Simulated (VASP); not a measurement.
Here is a VASP 6.6.1 calculation.

Contents of run.py:

```python
from ase.calculators.vasp import Vasp
from ase.dft.bandgap import bandgap
from ase.spacegroup import crystal

atoms = crystal(
    ['Pb'],
    basis=[[0.0, 0.0, 0.0]],
    spacegroup=225,
    setting=1,
    cellpar=[4.95004, 4.95004, 4.95004, 90.0, 90.0, 90.0],
    primitive_cell=True,
)
calc = Vasp(
    directory='calc',
    xc='rpbe',
    pp='PBE',
    setups='recommended',
    pp_version='54',
    prec='Accurate',
    encut=520,
    ediff=1e-06,
    ismear=0,
    sigma=0.05,
    lreal=False,
    lasph=True,
    nelm=100,
    algo='Normal',
    isif=2,
    lwave=False,
    lcharg=False,
    kpts=[9, 9, 9],
    gamma=True,
)
atoms.calc = calc

print('energy (eV):', atoms.get_potential_energy())
print('free energy (eV):', atoms.get_potential_energy(force_consistent=True))
print('forces (eV/A):')
print(atoms.get_forces())
print('stress (eV/A^3, Voigt):', atoms.get_stress())
print('Fermi level (eV):', calc.get_fermi_level())
gap, top, bottom = bandgap(calc)
print('band gap (eV):', gap, 'from (spin, k, band)', top, 'to', bottom)
```

Potentials or basis: VASP PAW PBE potentials, release 54 (Pb_d).

Run with:

```sh
$ python run.py
```

**Question.** Estimate the pressure.

**Answer.** 3.8 GPa.

**Question.** What does it give for the band gap on the k mesh?

**Answer.** None (metal or under the smearing width).

Caveat: the PAW data sets were made with another functional, which shifts forces and pressure a little. Spin-orbit coupling is left out, which matters for the levels of Pb.
